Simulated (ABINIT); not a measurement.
# BN (F-43m) in ABINIT: a series of runs, part 2 of 2

ABINIT 10.8.3 (patched build).

## 3. Equation of state, SOGGA

run.abi

```
# Datasets: one volume each
ndtset 7
getwfk -1
scalecart1 3*0.9795861087
scalecart2 3*0.9864848297
scalecart3 3*0.9932883884
scalecart4 3*1.0000000000
scalecart5 3*1.0066227096
scalecart6 3*1.0131594038
scalecart7 3*1.0196128224

# Pseudopotentials
pp_dirpath "./"
pseudos "N.GGA_PBE-JTH.xml, B.GGA_PBE-JTH.xml"

# Structure
acell 4.8452022309 4.8452022309 4.8452022309
rprim
     0.0000000000     0.7071067812     0.7071067812
     0.7071067812     0.0000000000     0.7071067812
     0.7071067812     0.7071067812     0.0000000000
ntypat 2
znucl 7 5
natom 2
typat 1 2
xred
     0.2500000000     0.2500000000     0.2500000000
     0.0000000000     0.0000000000     0.0000000000

# Plane-wave basis
ecut 26.0
pawecutdg 48.0

# k points
kptopt 1
ngkpt 13 13 13
nshiftk 1
shiftk 0.0 0.0 0.0

# Exchange and correlation
ixc -150130

# Bands and occupations
nband 8
occopt 3
tsmear 0.05 eV

# SCF cycle
nstep 100
tolvrs 1.0e-9

# Output
iomode 3
prtwf 1
prtden 0
prteig 0
prtebands 0
```

Potentials or basis: JTH PAW PBE v2.0.

On the command line:

```console
> abinit run.abi > log 2>&1
```

run.abo:

```text
.Version 10.8.3 of ABINIT
 DATASET    1 : space group F-4 3 m (#216); Bravais cF (face-center cubic)
================================================================================
 Values of the parameters that define the memory need for DATASET  1.
     intxc =       0    ionmov =       0      iscf =      17    lmnmax =       8
     lnmax =       4     mgfft =      24  mpssoang =       2    mqgrid =    3001
     natom =       2  nloc_mem =       2    nspden =       1   nspinor =       1
    nsppol =       1      nsym =      24    n1xccc =       1    ntypat =       2
    occopt =       3   xclevel =       2
       mpw =         503          nfft =       13824          nkpt =          84
 PAW method is used; the additional fine FFT grid is defined by:
   mgfftf=        30    nfftf =     27000
================================================================================
================================================================================
[... 71 lines left out ...]
 DATASET    7 : space group F-4 3 m (#216); Bravais cF (face-center cubic)
================================================================================
 Values of the parameters that define the memory need for DATASET  7.
     intxc =       0    ionmov =       0      iscf =      17    lmnmax =       8
     lnmax =       4     mgfft =      24  mpssoang =       2    mqgrid =    3001
     natom =       2  nloc_mem =       2    nspden =       1   nspinor =       1
    nsppol =       1      nsym =      24    n1xccc =       1    ntypat =       2
    occopt =       3   xclevel =       2
       mpw =         556          nfft =       13824          nkpt =          84
 PAW method is used; the additional fine FFT grid is defined by:
   mgfftf=        32    nfftf =     32768
================================================================================
================================================================================

--------------------------------------------------------------------------------
------------- Echo of variables that govern the present computation ------------
--------------------------------------------------------------------------------
 -outvars: echo values of preprocessed input variables --------
            acell      4.8452022309E+00  4.8452022309E+00  4.8452022309E+00 Bohr
              amu      1.40067400E+01  1.08110000E+01
             ecut      2.60000000E+01 Hartree
           getwfk          -1
                       outvar_i_n : Printing only first  50 k-points.
              ixc     -150130
           jdtset        1    2    3    4    5    6    7
                       outvar_i_n : Printing only first  50 k-points.
         kptrlatt       13    0    0      0   13    0      0    0   13
          kptrlen1     6.17018064E+01
          kptrlen2     6.21363405E+01
          kptrlen3     6.25648805E+01
          kptrlen4     6.29876290E+01
          kptrlen5     6.34047778E+01
          kptrlen6     6.38165086E+01
          kptrlen7     6.42229942E+01
            natom           2
            nband           8
           ndtset           7
            ngfft          24      24      24
          ngfftdg1         30      30      30
          ngfftdg2         30      30      30
          ngfftdg3         30      30      30
          ngfftdg4         32      32      32
          ngfftdg5         32      32      32
          ngfftdg6         32      32      32
          ngfftdg7         32      32      32
             nkpt          84
            nstep         100
             nsym          24
           ntypat           2
                       prtocc : prtvol=0, do not print more k-points.
           occopt           3
        pawecutdg      4.80000000E+01 Hartree
         pawxcdev           0
           prtden           0
[... 44 lines left out ...]
                       0.0000000000E+00  0.0000000000E+00  0.0000000000E+00
            xcart2     1.6898856809E+00  1.6898856809E+00  1.6898856809E+00
                       0.0000000000E+00  0.0000000000E+00  0.0000000000E+00
            xcart3     1.7015404333E+00  1.7015404333E+00  1.7015404333E+00
                       0.0000000000E+00  0.0000000000E+00  0.0000000000E+00
            xcart4     1.7130376769E+00  1.7130376769E+00  1.7130376769E+00
                       0.0000000000E+00  0.0000000000E+00  0.0000000000E+00
            xcart5     1.7243826279E+00  1.7243826279E+00  1.7243826279E+00
                       0.0000000000E+00  0.0000000000E+00  0.0000000000E+00
            xcart6     1.7355802314E+00  1.7355802314E+00  1.7355802314E+00
                       0.0000000000E+00  0.0000000000E+00  0.0000000000E+00
            xcart7     1.7466351806E+00  1.7466351806E+00  1.7466351806E+00
                       0.0000000000E+00  0.0000000000E+00  0.0000000000E+00
             xred      2.5000000000E-01  2.5000000000E-01  2.5000000000E-01
                       0.0000000000E+00  0.0000000000E+00  0.0000000000E+00
            znucl        7.00000    5.00000

================================================================================

 chkinp: Checking input parameters for consistency, jdtset=   1.

 chkinp: Checking input parameters for consistency, jdtset=   2.
[... 31 lines left out ...]
 getcut: wavevector=  0.0000  0.0000  0.0000  ngfft=  24  24  24
         ecut(hartree)=     26.000   => boxcut(ratio)=   2.20295

 getcut : COMMENT -
  Note that boxcut > 2.2 ; recall that boxcut=Gcut(box)/Gcut(sphere) = 2
  is sufficient for exact treatment of convolution.
  Such a large boxcut is a waste : you could raise ecut
  e.g. ecut=   31.544467 Hartrees makes boxcut=2

 Fine grid specifications (used for densities):

 getcut: wavevector=  0.0000  0.0000  0.0000  ngfft=  30  30  30
         ecut(hartree)=     48.000   => boxcut(ratio)=   2.02891

--- Pseudopotential description ------------------------------------------------
- pspini: atom type   1  psp file is ./N.GGA_PBE-JTH.xml
 Pseudopotential format is: paw10
 basis_size (lnmax)=  4 (lmn_size=  8), orbitals=   0   0   1   1
 Spheres core radius: rc_sph= 1.20497474
 Shapefunction is SIN type: shapef(r)=[sin(pi*r/rshp)/(pi*r/rshp)]**2
 Radius for shape functions =  1.00243812
 Compensation charge density is not taken into account in XC energy/potential

- pspini: atom type   2  psp file is ./B.GGA_PBE-JTH.xml
 Pseudopotential format is: paw10
 basis_size (lnmax)=  4 (lmn_size=  8), orbitals=   0   0   1   1
 Spheres core radius: rc_sph= 1.70616958
 Shapefunction is SIN type: shapef(r)=[sin(pi*r/rshp)/(pi*r/rshp)]**2
 Radius for shape functions =  1.40269776
 Compensation charge density is not taken into account in XC energy/potential

   5.83076110E+01                                ecore*ucvol(ha*bohr**3)
--------------------------------------------------------------------------------

[... 1196 lines left out ...]
-Cartesian components of stress tensor (GPa)         [Pressure= -2.6371E+01 GPa]
- sigma(1 1)=  2.63714835E+01  sigma(3 2)=  0.00000000E+00
- sigma(2 2)=  2.63714835E+01  sigma(3 1)=  0.00000000E+00
- sigma(3 3)=  2.63714835E+01  sigma(2 1)=  0.00000000E+00

== END DATASET(S) ==============================================================
================================================================================

 -outvars: echo values of variables after computation  --------
            acell      4.8452022309E+00  4.8452022309E+00  4.8452022309E+00 Bohr
           etotal1    -1.2918621069E+01
           etotal2    -1.2919345504E+01
           etotal3    -1.2919589465E+01
           etotal4    -1.2919395797E+01
           etotal5    -1.2918807912E+01
           etotal6    -1.2917859090E+01
           etotal7    -1.2916581141E+01
            fcart1     4.1368861871E-29  1.2536018749E-30 -4.3876065621E-29
                      -4.1368861871E-29 -1.2536018749E-30  4.3876065621E-29
            fcart2    -4.2324394808E-29 -2.4896702828E-30  4.7303735373E-29
                       4.2324394808E-29  2.4896702828E-30 -4.7303735373E-29
            fcart3     2.4726172113E-30  2.4726172113E-30 -7.4178516339E-30
                      -2.4726172113E-30 -2.4726172113E-30  7.4178516339E-30
            fcart4     2.7267321345E-46 -9.8240878598E-30 -2.7267321345E-46
                      -2.7267321345E-46  9.8240878598E-30  2.7267321345E-46
            fcart5    -2.4398634578E-30 -2.4398634578E-30  7.3195903734E-30
                       2.4398634578E-30  2.4398634578E-30 -7.3195903734E-30
[... 38 lines left out ...]
                       0.0000000000E+00  0.0000000000E+00  0.0000000000E+00
           xangst1     8.8799529675E-01  8.8799529675E-01  8.8799529675E-01
                       0.0000000000E+00  0.0000000000E+00  0.0000000000E+00
           xangst2     8.9424899078E-01  8.9424899078E-01  8.9424899078E-01
                       0.0000000000E+00  0.0000000000E+00  0.0000000000E+00
           xangst3     9.0041642014E-01  9.0041642014E-01  9.0041642014E-01
                       0.0000000000E+00  0.0000000000E+00  0.0000000000E+00
           xangst4     9.0650049941E-01  9.0650049941E-01  9.0650049941E-01
                       0.0000000000E+00  0.0000000000E+00  0.0000000000E+00
           xangst5     9.1250398897E-01  9.1250398897E-01  9.1250398897E-01
                       0.0000000000E+00  0.0000000000E+00  0.0000000000E+00
           xangst6     9.1842950552E-01  9.1842950552E-01  9.1842950552E-01
                       0.0000000000E+00  0.0000000000E+00  0.0000000000E+00
           xangst7     9.2427953271E-01  9.2427953271E-01  9.2427953271E-01
                       0.0000000000E+00  0.0000000000E+00  0.0000000000E+00
             xred      2.5000000000E-01  2.5000000000E-01  2.5000000000E-01
                       0.0000000000E+00  0.0000000000E+00  0.0000000000E+00
 Calculation completed.
```

It took 94 s on 1 thread of Arm Neoverse V1, shared host; peak memory 0.12 GiB.

What came out:

```
Equilibrium volume                      : 5.85 Å³/atom
Bulk modulus                            : 389 GPa
Pressure derivative of the bulk modulus : 3.7
```

Energy against volume, from the lowest point:
```
volume (Å³/atom)  energy (meV/atom)
           5.602              13.18
           5.721               3.32
           5.840               0.00
           5.959               2.63
           6.078              10.63
           6.198              23.54
           6.317              40.93
```

Caveat: pressures at fixed basis lie under the slope of the energies; the PAW data sets were made with another functional, which shifts forces and pressure a little; the atomic spheres overlap.

## 4. Comparison with measurements

Step 2. Measured bulk modulus of BN: 395 GPa (300 K; quoted in “Effect of nanostructuration on compressibility of cubic BN”, 2012, arxiv:1208.3664). This calculation gives 384 GPa (-2.7 %). The fit is for a static lattice scaled at fixed shape and fixed fractional positions.

Step 3. Against the measured bulk modulus of BN, 395 GPa (300 K; quoted in “Effect of nanostructuration on compressibility of cubic BN”, 2012, arxiv:1208.3664), the calculated 389 GPa is off by -1.4 %. The fit is for a static lattice scaled at fixed shape and fixed fractional positions.
